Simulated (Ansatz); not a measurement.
**ZrS₂ (CdI2 type) under strain**

ZrS₂ in the CdI2 structure, relaxed with r2SCAN+rVV10 in Ansatz. The symmetry is P-3m1 (No. 164, trigonal); a = 3.674 Å, c = 5.857 Å in the conventional setting, 22.83 Å³ an atom. Zr has 6 S at 2.57 Å; S has 3 Zr at 2.57 Å.

The axes x, y and z are those of this cell:
```xyz
3
Lattice="3.6744 0.0000 0.0000 -1.8372 3.1821 0.0000 0.0000 0.0000 5.8569" Properties=species:S:1:pos:R:3 pbc="T T T"
Zr    0.0000    0.0000    0.0000
S     0.0000    2.1214    1.4421
S     1.8372    1.0607    4.4147
```

Unstrained: The PBE gap is indirect, 0.877 eV (k = (-0.089, 0.042, 0) to L), below the direct gap of 1.502 eV at Γ. The r2SCAN gap is indirect, 1.181 eV (k = (-0.089, 0.042, 0) to L), below the direct gap of 1.811 eV at Γ. The HSE06 gap is indirect, 1.666 eV (k = (-0.089, 0.042, 0) to L), below the direct gap of 2.381 eV at Γ. Meshes: PBE 12×12×4, r2SCAN 12×12×4, HSE06 6×6×4. Strains are changes of length per length. After each strain the atoms were relaxed again with r2SCAN+rVV10 within the symmetry that the strain leaves, so tilts or polar shifts that break it weren't tested; points keep the names that they have in the unstrained zone. The values are computed, spin-unpolarised, and not measurements.

Changes of the least gap in eV (an overlap counts as a negative gap):
```csv
strain,volume change (%),space group,PBE,r2SCAN,HSE06
"epitaxial +3.0 % in the xy plane, free normal strain -1.50 %",+4.5,P-3m1,+0.129,+0.128,+0.152
isotropic +3.0 % on every length,+9.3,P-3m1,+0.282,+0.287,+0.321
isotropic -3.0 % on every length,-8.7,P-3m1,-0.400,-0.409,-0.460
"epitaxial -4.0 % in the xy plane, free normal strain +1.78 %",-6.2,P-3m1,-0.393,-0.391,-0.447
uniaxial -3.0 % along z,-3.0,P-3m1,-0.149,-0.155,-0.167
```

Epitaxial +3.0 % in the xy plane, free normal strain -1.50 %. HSE06: the gap goes from 1.666 to 1.818 eV (+0.152 eV); the edges go from (-0.089, 0.042, 0) → L to Γ–K (0.03) → L. Stress change with PBE, compression positive: xx -4.21, yy -4.21, zz -0.24 GPa.

Isotropic +3.0 % on every length. HSE06: the gap goes from 1.666 to 1.987 eV (+0.321 eV); the edges go from (-0.089, 0.042, 0) → L to Γ–K (0.20) → L. Stress change with PBE, compression positive: xx -4.32, yy -4.32, zz -1.23 GPa.

Isotropic -3.0 % on every length. HSE06: the gap goes from 1.666 to 1.206 eV (-0.460 eV); the edges go from (-0.089, 0.042, 0) → L to Γ → L. Stress change with PBE, compression positive: xx +6.01, yy +6.01, zz +2.58 GPa.

Epitaxial -4.0 % in the xy plane, free normal strain +1.78 %. HSE06: the gap goes from 1.666 to 1.219 eV (-0.447 eV); the edges go from (-0.089, 0.042, 0) → L to Γ → L. Stress change with PBE, compression positive: xx +7.22, yy +7.22, zz +0.30 GPa.

Uniaxial -3.0 % along z, other directions held. HSE06: the gap goes from 1.666 to 1.499 eV (-0.167 eV); the edges go from (-0.089, 0.042, 0) → L to Γ → L. Stress change with PBE, compression positive: xx +0.36, yy +0.36, zz +1.30 GPa.

Where an edge lies off the special points, it is a point of the mesh or the k point where a search put PBE's edge or least direct gap, reused for the other functionals, whose own edges may lie a little apart.

Coordinates of k points refer to the reciprocal vectors of the primitive cell of the runs.

The meshes of the hybrids are coarse, so their gaps aren't converged to the digits shown.
